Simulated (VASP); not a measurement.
# MgO (R3m) in VASP: further runs

The runs below take MgO through single point, with PBE, HSE06.

All numbers are computed with VASP 6.6.1; they aren't measurements. Logs are shortened: lines on timing, memory, paths and dates and some standing lists are left out, and cuts for length are marked.

**1. The cell of the first run**

It takes space group R3m (No. 160, trigonal). The conventional cell has a = 3.360 Å, b = 3.360 Å, c = 7.726 Å, α = 90.00°, β = 90.00°, γ = 120.00°. Around Mg (site symmetry 3m) lie 4 O at 1.99 to 2.03 Å. O (site symmetry 3m) is surrounded by 4 Mg at 1.99 to 2.03 Å.

The cell was built by a generator and needn't be a form met in nature.

**2. Single point, PBE (epitaxial_111 strain +4.1%)**

The input, INCAR:

```
PREC     = Accurate       # precision mode
ENCUT    = 520            # plane-wave cutoff, eV
EDIFF    = 1E-6           # SCF threshold, eV
ISMEAR   = -1             # smearing method
SIGMA    = 0.02           # smearing width, eV
LREAL    = False          # projectors in reciprocal space
LASPH    = True           # aspherical terms in the spheres
NELM     = 100            # most SCF steps
ALGO     = Fast           # electronic algorithm
ISIF     = 2              # what is computed and relaxed
LWAVE    = False          # write WAVECAR
LCHARG   = True           # write CHGCAR
GGA      = PE             # functional
LELF     = True           # ELF
LVHAR    = True         
NBANDS   = 11             # bands
```

The input, KPOINTS:

```
regular mesh
0
Gamma
  10 10 10
```

The input, POSCAR:

```
MgO
1.0
   -0.0970527184      2.2787433767      2.2787433767
    2.2787433767     -0.0970527184      2.2787433767
    2.2787433767      2.2787433767     -0.0970527184
Mg O
1 1
Direct
   -0.0035986036     -0.0035986036     -0.0035986036
    0.2535986036      0.2535986036      0.2535986036
```

Potentials or basis: VASP PAW PBE potentials, release 64 (Mg, O).

On the command line:

```sh
$ cat potpaw_PBE.64/Mg/POTCAR potpaw_PBE.64/O/POTCAR > POTCAR
$ mpirun -np 1 vasp_std > vasp.out
```

OUTCAR:

```text
PREC = Accurate
   ENCUT = 520
   EDIFF = 1E-6
   ISMEAR = -1
   LREAL = False
   LASPH = True
   NELM = 100
   ISIF = 2
   GGA = PE

 ion  position               nearest neighbor table
   1  0.996  0.996  0.996-   2 1.99   2 2.03   2 2.03   2 2.03
   2  0.254  0.254  0.254-   1 1.99   1 2.03   1 2.03   1 2.03

  LATTYP: Found a trigonal (rhomboedric) cell.
 ALAT       =     3.2240908771
 COS(alpha) =     0.4569950621

  Lattice vectors:

 A1 = (  -0.0970527184,   2.2787433767,   2.2787433767)
 A2 = (   2.2787433767,  -0.0970527184,   2.2787433767)
 A3 = (   2.2787433767,   2.2787433767,  -0.0970527184)

Analysis of symmetry for initial positions (statically):
=====================================================================
 Subroutine PRICEL returns:
 Original cell was already a primitive cell.

 Routine SETGRP: Setting up the symmetry group for a
 trigonal (rhombohedral) supercell.

 Subroutine GETGRP returns: Found  6 space group operations
 (whereof  6 operations were pure point group operations)
 out of a pool of 12 trial point group operations.

The static configuration has the point symmetry C_3v.

Analysis of symmetry for dynamics (positions and initial velocities):
=====================================================================
 Subroutine PRICEL returns:
 Original cell was already a primitive cell.

 Routine SETGRP: Setting up the symmetry group for a
 trigonal (rhombohedral) supercell.

 Subroutine GETGRP returns: Found  6 space group operations
 (whereof  6 operations were pure point group operations)
 out of a pool of 12 trial point group operations.

The dynamic configuration has the point symmetry C_3v.

 Subroutine INISYM returns: Found  6 space group operations
 (whereof  6 operations are pure point group operations),
 and found     1 'primitive' translations

----------------------------------------------------------------------------------------

                                     Primitive cell

  volume of cell :      25.1765

  direct lattice vectors                    reciprocal lattice vectors
    -0.097052718  2.278743377  2.278743377    -0.205876552  0.215034991  0.215034991
     2.278743377 -0.097052718  2.278743377     0.215034991 -0.205876552  0.215034991
     2.278743377  2.278743377 -0.097052718     0.215034991  0.215034991 -0.205876552

  length of vectors
     3.224090877  3.224090877  3.224090877     0.367240043  0.367240043  0.367240043

  position of ions in fractional coordinates (direct lattice)
     0.996401396  0.996401396  0.996401396
     0.253598604  0.253598604  0.253598604

  ion indices of the primitive-cell ions
   primitive index   ion index
                 1           1
                 2           2

----------------------------------------------------------------------------------------

 KPOINTS: regular mesh

Automatic generation of k-mesh.
 Grid dimensions read from file:
 generate k-points for:   10   10   10

 Generating k-lattice:

  Cartesian coordinates                     Fractional coordinates (reciprocal lattice)
    -0.020587655  0.021503499  0.021503499     0.100000000  0.000000000  0.000000000
     0.021503499 -0.020587655  0.021503499     0.000000000  0.100000000  0.000000000
     0.021503499  0.021503499 -0.020587655     0.000000000  0.000000000  0.100000000

  Length of vectors
     0.036724004  0.036724004  0.036724004

  Shift w.r.t. Gamma in fractional coordinates (k-lattice)
     0.000000000  0.000000000  0.000000000

 Subroutine IBZKPT returns following result:
 ===========================================

 Found    116 irreducible k-points:

 Following reciprocal coordinates:
            Coordinates               Weight
  0.000000  0.000000  0.000000      1.000000
  0.100000 -0.000000 -0.000000      6.000000
  0.200000 -0.000000 -0.000000      6.000000
  0.300000  0.000000  0.000000      6.000000
  0.400000  0.000000 -0.000000      6.000000
  0.500000  0.000000  0.000000      3.000000
[... 16 lines left out ...]
  0.300000  0.300000  0.000000      6.000000
  0.400000  0.300000  0.000000     12.000000
 [... further k-points ...]
   k-points           NKPTS =    116   k-points in BZ     NKDIM =    116   number of bands    NBANDS=     11
   number of dos      NEDOS =    301   number of ions     NIONS =      2
   total plane-waves  NPLWV =  13824
   dimension x,y,z NGX =    24 NGY =   24 NGZ =   24
   dimension x,y,z NGXF=    48 NGYF=   48 NGZF=   48
   ions per type =               1   1
   NGX,Y,Z   is equivalent  to a cutoff of  12.38, 12.38, 12.38 a.u.
   NGXF,Y,Z  is equivalent  to a cutoff of  24.75, 24.75, 24.75 a.u.
 SYSTEM =  unknown system
   PREC   = accura    normal or accurate (medium, high low for compatibility)
   ISTART =      0    job   : 0-new  1-cont  2-samecut
   ICHARG =      2    charge: 1-file 2-atom 10-const
   ISPIN  =      1    spin polarized calculation?
   LNONCOLLINEAR =      F non collinear calculations
   LSORBIT =      F    spin-orbit coupling
   LASPH  =      T    aspherical Exc in radial PAW
   ENCUT  =  520.0 eV  38.22 Ry    6.18 a.u.   5.99  5.99  5.99*2*pi/ulx,y,z
   NELM   =    100;   NELMIN=  2; NELMDL= -5     # of ELM steps
   EDIFF  = 0.1E-05   stopping-criterion for ELM
   LREAL  =      F    real-space projection
   EDIFFG = 0.1E-04   stopping-criterion for IOM
   NSW    =      0    number of steps for IOM
   IBRION =     -1    ionic relax: 0-MD 1-quasi-New 2-CG
   NFREE  =      0    steps in history (QN), initial steepest desc. (CG)
   ISIF   =      2    stress and relaxation
   ISYM   =      2    0-nonsym 1-usesym 2-fastsym
   POTIM  = 0.5000    time-step for ionic-motion
   TEBEG  =    0.0;   TEEND  =   0.0 temperature during run
   PSTRESS=    0.0 pullay stress
   NELECT =       8.0000    total number of electrons
   NUPDOWN=      -1.0000    fix difference up-down
   EMIN   =  10.00;   EMAX   =-10.00  energy-range for DOS
   EFERMI =   0.00;   METHOD = LEGACY
   ISMEAR =    -1;   SIGMA  =   0.02  broadening in eV -4-tet -1-fermi 0-gaus
   EFERMI_NEDOS =   21; number of points for ismear=-14 and -15
   IALGO  =     68    algorithm
   IMIX   =      4    mixing-type and parameters
     AMIX     =   0.40;   BMIX     =  1.00
     AMIX_MAG =   1.60;   BMIX_MAG =  1.00
  volume/ion in A,a.u.               =      12.59        84.95
  Fermi-wavevector in a.u.,A,eV,Ry     =   1.117137  2.111082 16.979997  1.247995
  Thomas-Fermi vector in A             =   2.253757
   LORBIT       =      0    0 simple, 1 ext, 2 COOP (PROOUT), +10 PAW based schemes
   GGA     = PE    functional components
   LHFCALC =     F    Hartree Fock is set to
   AEXX    =    0.0000 exact exchange contribution
   IVDW    =     0    specifies the selected vdW correction
   LEPSILON=     F    determine dielectric tensor
   LRPA    =     F    only Hartree local field effects (RPA)
 non-spin polarized calculation
 RMM-DIIS sequential band-by-band and
  energy-cutoff  :      520.00
  volume of cell :       25.18
 maximum number of plane-waves:       706
   NGX = 11   NGY = 11   NGZ = 11

 number of electron       7.9999998 magnetization

 Free energy of the ion-electron system (eV)
  ---------------------------------------------------
  ext. energy  EPLUGINS =         0.00000000
  ---------------------------------------------------
  free energy    TOTEN  =       -11.66253281 eV

  energy without entropy =      -11.66253281  energy(sigma->0) =      -11.66253281

 E-fermi :   1.1418     XC(G=0):  -9.4800

 val. band max:        0.7067297711   @ k =   0.0000   0.0000   0.0000
 cond. band min:       3.7943533591   @ k =   0.0000   0.0000   0.0000
 fundamental gap:      3.0876235881
 Fermi energy:         1.1418400083

 k-point     1 :       0.0000    0.0000    0.0000
  band No.  band energies     occupation
      1     -15.2298      2.00000
      2       0.4242      2.00000
      3       0.4242      2.00000
      4       0.7067      2.00000
      5       3.7944      0.00000
      6      16.1553      0.00000
      7      16.1553      0.00000
      8      17.8415      0.00000
      9      19.8007      0.00000
     10      19.8009      0.00000
     11      20.5429      0.00000

 k-point     2 :       0.1000   -0.0000   -0.0000
  band No.  band energies     occupation
      1     -15.1790      2.00000
      2      -0.0104      2.00000
      3       0.4136      2.00000
      4       0.6621      2.00000
      5       4.3375      0.00000
      6      15.4459      0.00000
      7      16.1828      0.00000
      8      17.6047      0.00000
      9      18.7055      0.00000
     10      19.1228      0.00000
     11      19.9168      0.00000

 k-point     3 :       0.2000   -0.0000   -0.0000
  band No.  band energies     occupation
      1     -15.0428      2.00000
      2      -0.8760      2.00000
      3       0.3864      2.00000
      4       0.6027      2.00000
      5       5.4628      0.00000
      6      13.8618      0.00000
      7      15.8825      0.00000
      8      16.8968      0.00000
      9      18.3387      0.00000
     10      19.0515      0.00000
     11      19.6613      0.00000

 k-point     4 :       0.3000    0.0000    0.0000
  band No.  band energies     occupation
      1     -14.8676      2.00000
      2      -1.6838      2.00000
      3       0.3536      2.00000
      4       0.5383      2.00000
      5       6.7069      0.00000
      6      12.1854      0.00000
      7      15.1925      0.00000
      8      16.1045      0.00000
      9      19.0772      0.00000
     10      19.1362      0.00000
     11      20.4077      0.00000

 k-point     5 :       0.4000    0.0000   -0.0000
  band No.  band energies     occupation
      1     -14.7196      2.00000
      2      -2.2356      2.00000
      3       0.3278      2.00000
      4       0.4885      2.00000
      5       7.9295      0.00000
      6      10.6764      0.00000
      7      14.6591      0.00000
      8      15.5811      0.00000
      9      19.3410      0.00000
     10      20.2025      0.00000
     11      21.5652      0.00000
[... 211 lines left out ...]
 k-point    21 :      -0.3000    0.2000    0.0000
  band No.  band energies     occupation
      1     -14.6737      2.00000
      2      -1.8073      2.00000
      3      -0.4207      2.00000
      4       0.4260      2.00000
      5       8.1063      0.00000
      6      11.2092      0.00000
      7      13.2919      0.00000
      8      15.7320      0.00000
      9      19.5841      0.00000
     10      20.5563      0.00000
     11      22.6784      0.00000

 k-point    22 :      -0.2000    0.2000    0.0000
  band No.  band energies     occupation
      1     -14.8146      2.00000
      2      -1.5061      2.00000
      3      -0.1814      2.00000
      4       0.5190      2.00000
      5       7.1094      0.00000
      6      12.5759      0.00000
      7      13.4793      0.00000
      8      16.0659      0.00000
      9      18.7082      0.00000
     10      20.6720      0.00000
     11      22.4007      0.00000

 k-point    23 :       0.3000    0.3000    0.0000
  band No.  band energies     occupation
      1     -14.7335      2.00000
      2      -1.4362      2.00000
      3      -0.1068      2.00000
      4       0.1773      2.00000
      5       6.7808      0.00000
      6      12.2830      0.00000
      7      14.0573      0.00000
      8      15.9000      0.00000
      9      16.7847      0.00000
     10      22.6575      0.00000
     11      22.7463      0.00000

 k-point    24 :       0.4000    0.3000    0.0000
  band No.  band energies     occupation
      1     -14.6173      2.00000
      2      -1.6698      2.00000
      3      -0.2760      2.00000
      4       0.1133      2.00000
      5       7.0836      0.00000
      6      11.8169      0.00000
      7      13.6540      0.00000
      8      16.2207      0.00000
      9      16.6709      0.00000
     10      22.5222      0.00000
     11      23.4761      0.00000

 [... further k-points ...]
[... 5 lines left out ...]
  --------------------------------------------------------------------------------------
  -------------------------------------------------------------------------------------
  Total       -0.5113995     -0.5113995     -0.5113995      0.5004706      0.5004706      0.5004706
  in kB      -32.5443395    -32.5443395    -32.5443395     31.8488433     31.8488433     31.8488433
  external PRESSURE =     -32.5443395 kB  Pullay stress =       0.0000000 kB

 VOLUME and BASIS-vectors are now :
 -----------------------------------------------------------------------------
  energy-cutoff  :      520.00
  volume of cell :       25.18
      direct lattice vectors                 reciprocal lattice vectors
    -0.097052718  2.278743377  2.278743377    -0.205876552  0.215034991  0.215034991
     2.278743377 -0.097052718  2.278743377     0.215034991 -0.205876552  0.215034991
     2.278743377  2.278743377 -0.097052718     0.215034991  0.215034991 -0.205876552

 POSITION                                       TOTAL-FORCE (eV/Angst)
 -----------------------------------------------------------------------------------
      4.44438      4.44438      4.44438        -0.017326     -0.017326     -0.017326
      1.13116      1.13116      1.13116         0.017326      0.017326      0.017326
 -----------------------------------------------------------------------------------
    total drift:                               -0.000020     -0.000020     -0.000020

  FREE ENERGIE OF THE ION-ELECTRON SYSTEM (eV)
  ---------------------------------------------------
  free  energy   TOTEN  =       -11.6625328092 eV

  energy  without entropy=      -11.6625328092  energy(sigma->0) =      -11.66253281
```

Wall time 18 s (1 thread of AMD EPYC 9R45 (Zen 5), shared host); peak memory 0.12 GiB.

What came out:

* Free energy: -11.6625 eV
* Pressure: -3.3 GPa
* Largest force: 0.030 eV/Å
* Band gap on the k mesh: 3.09 eV, direct

Forces in eV/Å, atoms in the order of the input:
```
Mg  -0.017 -0.017 -0.017
O    0.017  0.017  0.017
```

Stress tensor (GPa, compression positive):
```
-3.25  3.18  3.18
 3.18 -3.25  3.18
 3.18  3.18 -3.25
```

[end of part 1 of 2]
